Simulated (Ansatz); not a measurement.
The system is Zr.

```
Zr
1.0
     3.23200    0.00000    0.00000
    -1.61600    2.79899    0.00000
     0.00000    0.00000    5.14700
Zr
2
Direct
  0.66667 0.33333 0.75000
  0.33333 0.66667 0.25000
```

Below is the output of Ansatz 0.2.0 for this cell. Logs are shortened: lines on timing, memory, paths and dates and some standing lists are left out, and cuts for length are marked.

```text
Warning: RAYON_NUM_THREADS=2 ignored (pool sized by the plan → 2); use --threads N
Engine: ansatz 0.2.0, x86_64-unknown-linux-gnu
Pseudopotentials: kind: paw
Pseudopotential: Zr, paw, valence charge 12, recommended cutoff 420 eV (normal), Zr.paw.azcp
Functional definition: PBE
  parameter kappa = 0.804
  parameter beta = 0.06672455060314922
  exchange = pbe_x(kappa = kappa, mu = beta*pi^2/3)
  correlation = pbe_c(beta = beta)
Crystal: 2 atoms, lattice volume = 46.562 Å³
Basis set: ecut = 420 eV, 929 PW (Γ), exchange–correlation on 48×48×72 points (8 copies of the dense FFT grid, shifted against one another)
Bands: 16, of which v1, the nominal top of the filled ones, is band 12 counted from 1 (11 counted from 0)
Symmetry: 24 space group operations
Space group: P63/mmc (ITA 194), of the structure as read, at distance tolerance 3.6e-5 Å
k-points: 36 of 405
Non-local potential: Zr, projectors of the file, l = 0: 3, l = 1: 2, l = 2: 2, l = 3: 2
PAW form: soft (Blöchl's): semilocal exchange-correlation on the pseudo side does not see the compensation charge
PAW one-centre angular grid: Zr, 590 points (default); XC on 64 Gauss nodes
Initial density: superposition of atomic densities (neutral atoms: chi_scale 0, normalization atom), corrected by the library's trained network
Initial wavefunctions: pseudopotential atomic-orbital guess
Functional: x = pbe(κ = 0.804, μ = 0.2195149727645171), c = pbe(β = 0.06672455060314922)
SCF iter   1: F=—  HF=-8367.675203 eV  |F-HF|=—  |Δ(HF+E_count)|=         —  Δρ=3.29e-3  dr2=2.27e-3  ethr=1.77e-3  ⟨swp⟩=4.9  Hψ=2466  notcnv=0
preconditioner: auto → Kerker (q_TF=auto, 2.443 Å⁻¹)  [metal: Δε(μ)=0.005 eV  Ē_g=3.142 eV  σ=0.017 eV  W_gap=0.18  n_scr=10 (ndim 8)  ℏωp=15.4 eV  f_vac=0.000  D(μ)=4.18/eV (n_scr^D=42)]
SCF iter   2: F=—  HF=-8367.674557 eV  |F-HF|=—  |Δ(HF+E_count)|=   6.46e-4  Δρ=2.02e-3  dr2=9.37e-4  ethr=9.47e-6  ⟨swp⟩=2.9  Hψ=1271  notcnv=0
SCF iter   3: F=—  HF=-8367.674885 eV  |F-HF|=—  |Δ(HF+E_count)|=   3.28e-4  Δρ=3.23e-4  dr2=3.46e-5  ethr=3.90e-6  ⟨swp⟩=2.2  Hψ=890  notcnv=0  defer=1
SCF iter   4: F=—  HF=-8367.674873 eV  |F-HF|=—  |Δ(HF+E_count)|=   1.16e-5  Δρ=1.09e-4  dr2=4.47e-6  ethr=1.44e-7  ⟨swp⟩=2.8  Hψ=964  notcnv=0  defer=1
iter 5 did not close the SCF: its close was put off for the readings that it lacked (scf_convergence_deferred on its scf_iter line)
SCF iter   5: F=-8367.674873 eV  HF=-8367.674873 eV  |F-HF|=5.93e-9  |Δ(HF+E_count)|=   3.26e-7  Δρ=1.56e-5  dr2=7.64e-8  ethr=1.86e-8  ⟨swp⟩=3.0  Hψ=994  notcnv=0  defer=1
SCF iter   6: F=-8367.674873 eV  HF=-8367.674873 eV  |F-HF|=1.82e-9  |Δ(HF+E_count)|=   2.00e-8  Δρ=3.40e-6  dr2=4.36e-9  ethr=3.18e-10  ⟨swp⟩=2.4  Hψ=1977  notcnv=0
SCF 1 converged in 6 iterations: F = -8367.674873 eV  dr2 = 4.36e-9
  greatest PAW one-centre occupation: 0.996 electrons in one spin orbital (limit 2), on the Zr atom at site 1 (counted from 0), in its partial waves of l = 0
SCF converged after 6 iterations
Free energy (F): -8367.674873 eV
Harris-Foulkes:  -8367.674873 eV  (|F-HF|=1.82e-9)
Internal energy: -8367.674283 eV  (E = F + TS)
E sigma→0 (E₀):  -8367.674578 eV
Entropy (-TS):   -0.000590 eV (-0.295 meV/atom)
Fermi energy:    14.044455 eV
--- Per-component energies (eV) ---
  E_band       = -193.793695
  E_kinetic    = 665.231662
  E_local      = -1253.599548  (includes V_loc(G=0)·N_el)
  E_nonlocal   = 160.991261
  E_hartree    = 388.017821
  E_xc         = -322.937785
  E_vxc        = -381.341910  (∫ρ·V_xc dr)
  E_paw        = -5908.231844  (= ΣΔE_a)
  E_vpaw       = -161.109064  (= ΣTr[D̂ρ^β])
  E_aug_tail   = 0.000049  (compensation charges beyond the density's cutoff)
  E_ewald      = -2097.145899
  E_smearing   = -0.000590  (= −TS)
  E_closure    = -0.000000  (closes the sum)
  Σ components = -8367.674873   (vs F -8367.674873, Δ=0.00e0)
--- Forces (eV/Å), atoms counted from 1 ---
  atom   1  Zr    -0.00000000    -0.00000000     0.00000000
  atom   2  Zr     0.00000000     0.00000000     0.00000000
  max |Σ_I F_I| component: 9.25e-18 eV/Å
--- Stress (GPa, compression-positive) ---
        0.209272       0.000000       0.000000
       -0.000000       0.209272       0.000000
        0.000000       0.000000       1.324612
  P = ⅓ Tr σ = 0.5811 GPa (5.811 kbar)
--- Band table (eV; the first three rows and the last of 36) ---
  k-point 0: bands = ["-34.8233", "-34.6684", "-13.3533", "-12.4834", "-12.4834", "-12.3460", "-12.3417", "-12.3417", "8.3579", "10.9763", "14.8650", "14.8650", "15.0160", "15.1789", "15.5579", "15.5579"]
  k-point 1: bands = ["-34.8087", "-34.6834", "-13.2629", "-12.4700", "-12.4700", "-12.4487", "-12.3554", "-12.3554", "8.6873", "10.9361", "14.6344", "14.7281", "14.7281", "14.7662", "15.3263", "15.3263"]
  k-point 2: bands = ["-34.7704", "-34.7225", "-13.0209", "-12.7103", "-12.4348", "-12.4348", "-12.3910", "-12.3910", "9.5527", "10.5126", "14.0282", "14.2405", "14.6846", "14.6846", "14.9207", "14.9207"]
  k-point 35: bands = ["-34.6512", "-34.6512", "-13.1073", "-13.1073", "-12.9362", "-12.8368", "-12.5191", "-12.5191", "12.5385", "12.5770", "12.5770", "12.8457", "13.9940", "13.9940", "15.8187", "16.4544"]
```

Q: What input gives this log?

A: Single point with PBE, no spin polarisation. The files as run (others can give the same):

input.yaml
```yaml
crystal:
  lattice:
    - [3.232, 0.0, 0.0]
    - [-1.616, 2.798994105, 0.0]
    - [0.0, 0.0, 5.147]
  atoms:
    - { symbol: Zr, position: [0.6666666667, 0.3333333333, 0.75] }
    - { symbol: Zr, position: [0.3333333333, 0.6666666667, 0.25] }
hamiltonian:
  xc: pbe
  pseudopotentials: { kind: paw }
kpoints:
  mp_grid: { grid: [9, 9, 5] }
scf:
  occupations: { method: gaussian, width: 0.017 }
output:
  forces: true
  stress: true
  eigenvalues: true
```

Potentials or basis: Ansatz PAW.
Run with:
```console
$ ansatz run input.yaml --threads 2 --pin off --max-ram 5632MiB --backend cpu --events-out ev --progress --plain --runs-dir out
```
